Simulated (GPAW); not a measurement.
# GaN (P6_3mc) in GPAW: settings compared

The runs below take GaN through relaxation of cell and atoms, with revTPSS, PBEsol+D3, revPBE+D4, BLYP+D4, BLYP+D3(BJ).

All numbers are computed with GPAW 26.7.0; they aren't measurements. Logs are shortened: lines on timing, memory, paths and dates and some standing lists are left out, and cuts for length are marked. The log counts tension as positive stress, the text compression.

### 1 The structure

Symmetry: P6_3mc, No. 186, hexagonal system. Conventional cell: a = 3.180 Å, b = 3.180 Å, c = 5.166 Å, α = 90.00°, β = 90.00°, γ = 120.00°. Around Ga (site symmetry 3m) lie 4 N at 1.94 to 1.95 Å. N (site symmetry 3m) has 4 Ga at 1.94 to 1.95 Å as nearest neighbours.

### 2 Relaxation of cell and atoms, revTPSS

run.py

```python
from ase.filters import FrechetCellFilter
from ase.io import read, write
from ase.optimize import FIRE
from gpaw import GPAW, PW

atoms = read('GaN.cif')

calc = GPAW(mode=PW(800),
            xc='MGGA_X_REVTPSS+MGGA_C_REVTPSS',
            kpts={'size': (7, 7, 4), 'gamma': True},
            occupations={'name': 'fermi-dirac', 'width': 0.05},
            nbands=18,
            convergence={'density': 1e-06, 'energy': 1e-06, 'eigenstates': 1e-10},
            eigensolver='davidson',
            maxiter=150,
            txt='gpaw.txt')
atoms.calc = calc
opt = FIRE(FrechetCellFilter(atoms), trajectory='relax.traj', logfile='-')
done = opt.run(fmax=0.05, steps=100)
calc.write('gs.gpw')
write('result.traj', atoms)
print('Converged:', done)
print('Cell:', atoms.cell.cellpar().round(4))
print('Volume:', round(atoms.get_volume(), 4))
print(atoms.get_scaled_positions().round(5))
```

GaN.cif

```cif
data_GaN
_cell_length_a 3.18000000
_cell_length_b 3.18000000
_cell_length_c 5.16600000
_cell_angle_alpha 90.00000000
_cell_angle_beta 90.00000000
_cell_angle_gamma 120.00000000
_space_group_name_H-M_alt 'P6_3mc'
_space_group_name_Hall 'P 6c -2c'
_space_group_IT_number 186
loop_
_space_group_symop_operation_xyz
'x,y,z'
'x-y,x,z+1/2'
'-y,x-y,z'
'-x,-y,z+1/2'
'-x+y,-x,z'
'y,-x+y,z+1/2'
'y,x,z+1/2'
'x,x-y,z'
'x-y,-y,z+1/2'
'-y,-x,z'
'-x,-x+y,z+1/2'
'-x+y,y,z'
loop_
_atom_site_label
_atom_site_type_symbol
_atom_site_symmetry_multiplicity
_atom_site_Wyckoff_symbol
_atom_site_fract_x
_atom_site_fract_y
_atom_site_fract_z
_atom_site_occupancy
Ga1 Ga 2 b 0.6666666667 0.3333333333 0.5000000000 1
N1 N 2 b 0.6666666667 0.3333333333 0.8750000000 1
```

Potentials or basis: GPAW PAW data sets (gpaw-data 1.2.1), pw.

Started as:

```bash
OMP_NUM_THREADS=1 python run.py
```

gpaw.txt:

```text
__  _  _
 | _ |_)|_||  |
 |__||  | ||/\| - 26.7.0

Input parameters:
  mode=PW(ecut=800.0),
  convergence={'density': 1e-06, 'energy': 1e-06, 'eigenstates': 1e-10},
  eigensolver=Davidson(niter=2),
  kpts=MonkhorstPack(size=(7, 7, 4), gamma=True),
  maxiter=150,
  nbands=18,
  occupations=Occupations(name='fermi-dirac', width=0.05),
  xc=XC(name='MGGA_X_REVTPSS+MGGA_C_REVTPSS')

Diagonalizing LCAO Hamiltonian
Converting LCAO to pw mode

           N

           Ga
        N

        Ga

Atoms  # Å, Bohr magnetons
|   | symbol |        x |        y |        z |    initial magnetic moments |
|---|--------|----------|----------|----------|-----------------------------|
| 0 |     Ga | 1.590000 | 0.917987 | 2.583000 | ( 0.0000,  0.0000,  0.0000) |
| 1 |     Ga | 0.000000 | 1.835974 | 0.000000 | ( 0.0000,  0.0000,  0.0000) |
| 2 |      N | 1.590000 | 0.917987 | 4.520250 | ( 0.0000,  0.0000,  0.0000) |
| 3 |      N | 0.000000 | 1.835974 | 1.937250 | ( 0.0000,  0.0000,  0.0000) |

Unit cell  # Å
| periodic |         x |        y |        z |  lengths |     angles |
|----------|-----------|----------|----------|----------|------------|
|      yes |  3.180000 | 0.000000 | 0.000000 | 3.180000 |  90.000000 |
|      yes | -1.590000 | 2.753961 | 0.000000 | 3.180000 |  90.000000 |
|      yes |  0.000000 | 0.000000 | 5.166000 | 5.166000 | 120.000000 |

Number of symmetries: 6
Symmetry operations  # r_c * U_cc + t_c -> r_c
|   | kind |            matrix            |
|---|------|------------------------------|
| 0 |  σ   |  1, 1, 0,  0,-1, 0,  0, 0, 1 |
| 1 |  E   |  1, 0, 0,  0, 1, 0,  0, 0, 1 |
| 2 |  C3  |  0, 1, 0, -1,-1, 0,  0, 0, 1 |
| 3 |  σ   |  0,-1, 0, -1, 0, 0,  0, 0, 1 |
| 4 |  σ   | -1, 0, 0,  1, 1, 0,  0, 0, 1 |
| 5 |  C3  | -1,-1, 0,  1, 0, 0,  0, 0, 1 |

BZ-sampling:
  Number of BZ points: 196
  Number of IBZ points: 28

  Monkhorst-Pack size: [7, 7, 4]
  Monkhorst-Pack shift: [0.0, 0.0, 0.125]

K-points  # in reciprocal-cell coordinates
|     |                                coordinates |     weight |
|-----|--------------------------------------------|------------|
|   0 | (  0.00000000,   0.00000000,   0.00000000) | 0.00510204 |
|   1 | (  0.00000000,   0.00000000,   0.25000000) | 0.01020408 |
|   2 | (  0.00000000,   0.00000000,   0.50000000) | 0.00510204 |
|   3 | (  0.14285714,   0.00000000,  -0.25000000) | 0.03061224 |
|   4 | (  0.14285714,   0.00000000,   0.00000000) | 0.03061224 |
|   5 | (  0.14285714,   0.00000000,   0.25000000) | 0.03061224 |
|   6 | (  0.14285714,   0.00000000,   0.50000000) | 0.03061224 |
|   7 | (  0.28571429,  -0.14285714,   0.00000000) | 0.03061224 |
|   8 | (  0.28571429,  -0.14285714,   0.25000000) | 0.06122449 |
[... 83 lines left out ...]
density mixing:
  MSR1-Mixer
  Pratt-step length: 0.05
  Maximum mixing coefficient: 0.75
  Old densities: 10
  SVD Regularization: 0.005
  Good broyden scale: 1.0
  Trust region scale: 1.0
  Backstep threshold: 4.0
  History deletion threshold: 6.0
  Fourier metric: weight=20.0, sigma=0.015

occupation numbers:
  Fermi-Dirac:
    width: 0.0500  # eV

poisson solver:
  ecut: 6400.0  # eV

xc functional:
  name: MGGA_X_REVTPSS+MGGA_C_REVTPSS with 2 nearest neighbor stencil

convergence criteria:
- Maximum integral of absolute [dens]ity change: 1e-06 electrons / valence electron
- Maximum [total energy] change in last 3 cyles: 1e-06 eV / valence electron
- Maximum integral of absolute [eigenst]ate change: 1e-10 eV^2 / valence electron
maximum number of iterations: 150

SCF iterations
|iter     | |      energy | eigst |  dens |
|---------|-|-------------|-------|-------|
|iter:   1| |  127.018922 | +1.92 |       |
|iter:   2| |   -7.054990 | +1.50 | -0.48 |
|iter:   3| |  -17.982549 | +0.30 | -0.62 |
|iter:   4| |  -16.193109 | -1.58 | -0.54 |
|iter:   5| |  -13.981314 | -0.87 | -0.62 |
|iter:   6| |  -14.138467 | -0.61 | -0.90 |
|iter:   7| |  -16.745932 | -0.68 | -1.09 |
|iter:   8| |  -20.942880 | -0.77 | -0.68 |
|iter:   9| |  -19.633781 | -2.50 | -0.47 |
|iter:  10| |  -13.718836 | +0.54 | -0.47 |
|iter:  11| |  -13.781656 | -1.19 | -0.85 |
|iter:  12| |  -13.797505 | -2.84 | -1.66 |
|iter:  13| |  -13.801846 | -3.42 | -2.16 |
|iter:  14| |  -13.802236 | -4.32 | -2.83 |
|iter:  15| |  -13.802243 | -5.65 | -3.58 |
|iter:  16| |  -13.802245c| -6.59 | -3.82 |
|iter:  17| |  -13.802245c| -7.82 | -4.55 |
|iter:  18| |  -13.802245c| -8.83 | -5.20 |
|iter:  19| |  -13.802245c| -9.85 | -5.63 |
|iter:  20| |  -13.802245c|-10.81c| -6.06c|

Converged in 20 steps
Energy contributions relative to reference atoms: (reference = -108732.786066)

Energy contributions:
  Kinetic:          63.550407
  Coulomb:         -55.413006
  Zero:              0.277008
  External:          0.000000
  Xc:              -22.216654
  Entropy:          -0.000000
  Spinorbit:         0.000000
  ----------------------------
  Free energy:     -13.802245
  Extrapolated:    -13.802245
[... 1238 lines left out ...]
|          1 |        -8.165 |     2.000 |
|          2 |        -1.070 |     2.000 |
|          3 |         4.662 |     2.000 |
|          4 |         4.662 |     2.000 |
|          5 |         5.618 |     2.000 |
[... 8 lines left out ...]
|         14 |        17.130 |     0.000 |
|         15 |        17.130 |     0.000 |
|        ... |               |           |
|         17 |        20.630 |     0.000 |

Gap: 1.413 eV
Transition (v -> c):
  (s=0, k=0, n=7, [0.00, 0.00, 0.00]) -> (s=0, k=0, n=8, [0.00, 0.00, 0.00])
No difference between direct/indirect transitions

Stress tensor  # eV/Ang^3
|         x |         y |         z |
|-----------|-----------|-----------|
|  0.017505 | -0.000000 |  0.000000 |
| -0.000000 |  0.017505 | -0.000000 |
|  0.000000 | -0.000000 |  0.020680 |

Forces  # eV/Ang
|       x |       y |        z |
|---------|---------|----------|
| 0.00000 | 0.00000 |  0.03671 |  # Ga   0
| 0.00000 | 0.00000 |  0.03702 |  # Ga   1
| 0.00000 | 0.00000 | -0.03730 |  # N    2
| 0.00000 | 0.00000 | -0.03717 |  # N    3

Interpolating wave functions to new cell

           N

        N  Ga

        Ga

Atoms  # Å, Bohr magnetons
|   | symbol |        x |        y |         z |    initial magnetic moments |
|---|--------|----------|----------|-----------|-----------------------------|
| 0 |     Ga | 1.628538 | 0.940237 |  2.639824 | ( 0.0000,  0.0000,  0.0000) |
| 1 |     Ga | 0.000000 | 1.880474 | -0.007168 | ( 0.0000,  0.0000,  0.0000) |
| 2 |      N | 1.628538 | 0.940237 |  4.639310 | ( 0.0000,  0.0000,  0.0000) |
| 3 |      N | 0.000000 | 1.880474 |  1.992148 | ( 0.0000,  0.0000,  0.0000) |

Unit cell  # Å
| periodic |         x |        y |        z |  lengths |     angles |
|----------|-----------|----------|----------|----------|------------|
|      yes |  3.257076 | 0.000000 | 0.000000 | 3.257076 |  90.000000 |
|      yes | -1.628538 | 2.820711 | 0.000000 | 3.257076 |  90.000000 |
|      yes |  0.000000 | 0.000000 | 5.293857 | 5.293857 | 120.000000 |

Number of symmetries: 6
Symmetry operations  # r_c * U_cc + t_c -> r_c
|   | kind |            matrix            |
|---|------|------------------------------|
| 0 |  σ   |  1, 1, 0,  0,-1, 0,  0, 0, 1 |
| 1 |  E   |  1, 0, 0,  0, 1, 0,  0, 0, 1 |
| 2 |  C3  |  0, 1, 0, -1,-1, 0,  0, 0, 1 |
| 3 |  σ   |  0,-1, 0, -1, 0, 0,  0, 0, 1 |
| 4 |  σ   | -1, 0, 0,  1, 1, 0,  0, 0, 1 |
| 5 |  C3  | -1,-1, 0,  1, 0, 0,  0, 0, 1 |
[... 1164 lines left out ...]
|          1 |        -8.120 |     2.000 |
|          2 |        -1.047 |     2.000 |
|          3 |         4.720 |     2.000 |
|          4 |         4.720 |     2.000 |
|          5 |         5.679 |     2.000 |
[... 8 lines left out ...]
|         14 |        17.243 |     0.000 |
|         15 |        17.243 |     0.000 |
|        ... |               |           |
|         17 |        20.723 |     0.000 |

Gap: 1.450 eV
Transition (v -> c):
  (s=0, k=0, n=7, [0.00, 0.00, 0.00]) -> (s=0, k=0, n=8, [0.00, 0.00, 0.00])
No difference between direct/indirect transitions

Stress tensor  # eV/Ang^3
|         x |         y |         z |
|-----------|-----------|-----------|
|  0.011500 | -0.000000 | -0.000000 |
| -0.000000 |  0.011500 | -0.000000 |
|  0.000000 |  0.000000 |  0.012354 |

Forces  # eV/Ang
|       x |        y |        z |
|---------|----------|----------|
| 0.00000 |  0.00000 |  0.00412 |  # Ga   0
| 0.00000 |  0.00000 |  0.00415 |  # Ga   1
| 0.00000 | -0.00000 | -0.00467 |  # N    2
| 0.00000 |  0.00000 | -0.00432 |  # N    3

Interpolating wave functions to new cell

           N

        N  Ga

        Ga

Atoms  # Å, Bohr magnetons
|   | symbol |        x |        y |         z |    initial magnetic moments |
|---|--------|----------|----------|-----------|-----------------------------|
| 0 |     Ga | 1.624552 | 0.937936 |  2.633774 | ( 0.0000,  0.0000,  0.0000) |
| 1 |     Ga | 0.000000 | 1.875871 | -0.005730 | ( 0.0000,  0.0000,  0.0000) |
| 2 |      N | 1.624552 | 0.937936 |  4.624766 | ( 0.0000,  0.0000,  0.0000) |
| 3 |      N | 0.000000 | 1.875871 |  1.985093 | ( 0.0000,  0.0000,  0.0000) |

Unit cell  # Å
| periodic |         x |         y |         z |  lengths |     angles |
|----------|-----------|-----------|-----------|----------|------------|
|      yes |  3.249104 |  0.000000 |  0.000000 | 3.249104 |  90.000000 |
|      yes | -1.624552 |  2.813807 | -0.000000 | 3.249104 |  90.000000 |
|      yes |  0.000000 | -0.000000 |  5.278902 | 5.278902 | 120.000000 |

Number of symmetries: 6
Symmetry operations  # r_c * U_cc + t_c -> r_c
|   | kind |            matrix            |
|---|------|------------------------------|
| 0 |  σ   |  1, 1, 0,  0,-1, 0,  0, 0, 1 |
| 1 |  E   |  1, 0, 0,  0, 1, 0,  0, 0, 1 |
| 2 |  C3  |  0, 1, 0, -1,-1, 0,  0, 0, 1 |
| 3 |  σ   |  0,-1, 0, -1, 0, 0,  0, 0, 1 |
| 4 |  σ   | -1, 0, 0,  1, 1, 0,  0, 0, 1 |
| 5 |  C3  | -1,-1, 0,  1, 0, 0,  0, 0, 1 |
[... 688 lines left out ...]
Gap: 1.496 eV
Transition (v -> c):
  (s=0, k=0, n=7, [0.00, 0.00, 0.00]) -> (s=0, k=0, n=8, [0.00, 0.00, 0.00])
No difference between direct/indirect transitions

Stress tensor  # eV/Ang^3
|         x |        y |         z |
|-----------|----------|-----------|
|  0.003428 | 0.000000 | -0.000000 |
|  0.000000 | 0.003428 |  0.000000 |
| -0.000000 | 0.000000 |  0.002631 |

Forces  # eV/Ang
|        x |        y |        z |
|----------|----------|----------|
| -0.00000 | -0.00000 | -0.01794 |  # Ga   0
| -0.00000 |  0.00000 | -0.01804 |  # Ga   1
| -0.00000 |  0.00000 |  0.01744 |  # N    2
| -0.00000 |  0.00000 |  0.01780 |  # N    3

# Writing to gs.gpw (mode='')
```

Run time: 30 min. Hardware: 1 thread of Arm Neoverse V1, shared host; peak memory 0.85 GiB.

Results:

```
Free energy                            : -13.9101 eV
Relaxed volume                         : 12.00 Å³/atom
Relaxed cell                           : a = 3.244 Å, b = 3.244 Å, c = 5.269 Å, α = 90.00°, β = 90.00°, γ = 120.00°
Space group after relaxing (to 0.05 Å) : P6_3mc (No. 186)
Energy gained by relaxing              : 27.0 meV/atom
Ionic steps                            : 14
Pressure after relaxing                : -0.5 GPa
Largest force after relaxing           : 0.018 eV/Å
Band gap on the k mesh                 : 1.50 eV, direct
```

Forces in eV/Å, atoms in the order of the input:
```
Ga   0.000  0.000 -0.018
Ga   0.000  0.000 -0.018
N    0.000  0.000  0.017
N    0.000  0.000  0.018
```

The path:
| step | energy change (eV) | largest force (eV/Å) | pressure (GPa) | volume (Å³) |
| --- | --- | --- | --- | --- |
| 1 | 0.0000 | 0.1830 | 12.54 | 45.24 |
| 2 | -0.0246 | 0.1145 | 10.91 | 45.54 |
| 3 | -0.0608 | 0.0139 | 7.97 | 46.11 |
| 4 | -0.0929 | 0.0704 | 4.27 | 46.90 |
| 5 | -0.1065 | 0.0980 | 0.37 | 47.80 |
| 6 | -0.1027 | 0.0373 | -2.97 | 48.66 |
| 7 | -0.1030 | 0.0347 | -2.90 | 48.64 |
| 8 | -0.1037 | 0.0297 | -2.75 | 48.60 |
| 9 | -0.1045 | 0.0227 | -2.53 | 48.54 |
| 10 | -0.1054 | 0.0141 | -2.24 | 48.46 |
| 11 | -0.1063 | 0.0047 | -1.89 | 48.37 |
| 12 | -0.1071 | 0.0051 | -1.49 | 48.26 |
| 13 | -0.1076 | 0.0129 | -1.04 | 48.15 |
| 14 | -0.1078 | 0.0180 | -0.51 | 48.01 |

Final structure:
```
Ga N
1.0
     3.24367    0.00000    0.00000
    -1.62183    2.80910    0.00000
     0.00000    0.00000    5.26921
Ga N
2 2
Direct
  0.66667 0.33333 0.49900
  0.33333 0.66667 0.99899
  0.66667 0.33333 0.87600
  0.33333 0.66667 0.37596
```

Levels at points of the mesh, in eV from the valence-band top:
| k point | band 6 | band 7 | band 8 | band 9 | band 10 | band 11 |
| --- | --- | --- | --- | --- | --- | --- |
| (0.00, 0.00, 0.00) | -0.02 | 0.00 | 0.00 | 1.50 | 4.00 | 8.98 |
| (0.00, 0.00, 0.50) | -0.51 | -0.50 | -0.50 | 3.97 | 3.97 | 8.34 |

Caveat: the data sets keep Ga 3d, Li 1s and Be 1s frozen, and some such compounds lay over 1.5 % in volume off other programs; later steps reuse the first step's grids; the PAW data sets were made with another functional, which shifts forces and pressure a little.

### 3 Relaxation of cell and atoms, PBEsol+D3

run.py

```python
from ase.calculators.mixing import SumCalculator
from ase.filters import FrechetCellFilter
from ase.io import read, write
from ase.optimize import LBFGS
from dftd3.ase import DFTD3
from gpaw import GPAW, PW, setup_paths

setup_paths.insert(0, '.')

atoms = read('GaN.xyz')

calc = GPAW(mode=PW(800),
            xc='PBEsol',
            kpts={'size': (7, 7, 4), 'gamma': True},
            occupations={'name': 'fermi-dirac', 'width': 0.05},
            nbands=18,
            convergence={'density': 1e-05, 'energy': 1e-05},
            maxiter=150,
            txt='gpaw.txt')
atoms.calc = SumCalculator([calc, DFTD3(method='pbesol', damping='d3zero')])
opt = LBFGS(FrechetCellFilter(atoms), trajectory='relax.traj', logfile='-')
done = opt.run(fmax=0.02, steps=40)
calc.write('gs.gpw')
write('result.traj', atoms)
print('Converged:', done)
print('Cell:', atoms.cell.cellpar().round(4))
print('Volume:', round(atoms.get_volume(), 4))
print(atoms.get_scaled_positions().round(5))
```

GaN.xyz

```xyz
4
Lattice="3.1800000000 0.0000000000 0.0000000000 -1.5900000000 2.7539607840 0.0000000000 0.0000000000 0.0000000000 5.1660000000" Properties=species:S:1:pos:R:3 pbc="T T T"
Ga     1.5900000002      0.9179869279      2.5830000000
Ga    -0.0000000002      1.8359738561      0.0000000000
N      1.5900000002      0.9179869279      4.5202500000
N     -0.0000000002      1.8359738561      1.9372500000
```

Potentials or basis: PAW data sets generated in the run's folder for this functional, pw.

Started as:

```bash
gpaw-setup -f PBEsol Ga N
OMP_NUM_THREADS=1 python run.py
```

It took 1.8 min on 1 thread of Arm Neoverse V1, shared host; peak memory 0.25 GiB.

It converged, with:

```yaml
Free_energy: -26.6237 eV
Relaxed_volume: 11.66 Å³/atom
Relaxed_cell: a = 3.210 Å, b = 3.210 Å, c = 5.227 Å, α = 90.00°, β = 90.00°, γ = 120.00°
Space_group_after_relaxing_to_0.05_Å: P6_3mc (No. 186)
Energy_gained_by_relaxing: 9.1 meV/atom
Ionic_steps: 6
Pressure_after_relaxing: 0.0 GPa
Largest_force_after_relaxing: 0.004 eV/Å
Band_gap_on_the_k_mesh: 1.83 eV, direct
Dispersion_energy_per_atom: -0.133 eV
```

Forces in eV/Å, atoms in the order of the input:
```
Ga   0.000  0.000  0.004
Ga   0.000  0.000  0.004
N    0.000  0.000 -0.004
N    0.000  0.000 -0.004
```

Stress tensor (GPa, compression positive):
```
-0.11  0.00  0.00
 0.00 -0.11  0.00
 0.00  0.00  0.09
```

The path:
```tsv
step	energy change (eV)	largest force (eV/Å)	pressure (GPa)	volume (Å³)
1	0.0000	0.1575	6.83	45.24
2	-0.0114	0.0719	5.60	45.48
3	-0.0338	0.1081	1.09	46.41
4	-0.0355	0.0803	0.34	46.57
5	-0.0363	0.0227	-0.08	46.66
6	-0.0363	0.0043	-0.04	46.65
```

Final structure:
```
Ga N
1.0
     3.21038    0.00000    0.00000
    -1.60519    2.78027    0.00000
     0.00000    0.00000    5.22685
Ga N
2 2
Direct
  0.66667 0.33333 0.49923
  0.33333 0.66667 0.99923
  0.66667 0.33333 0.87577
  0.33333 0.66667 0.37576
```

Levels at points of the mesh, in eV from the valence-band top:
| k point | band 6 | band 7 | band 8 | band 9 | band 10 | band 11 |
| --- | --- | --- | --- | --- | --- | --- |
| (0.00, 0.00, 0.00) | -0.03 | 0.00 | 0.00 | 1.83 | 4.14 | 9.07 |
| (0.00, 0.00, 0.50) | -0.52 | -0.52 | -0.52 | 4.16 | 4.16 | 8.35 |

Caveat: the data sets keep Ga 3d, Li 1s and Be 1s frozen, and some such compounds lay over 1.5 % in volume off other programs; later steps reuse the first step's grids. Zero-point motion and thermal expansion aren't in these numbers.

[end of part 1 of 2]
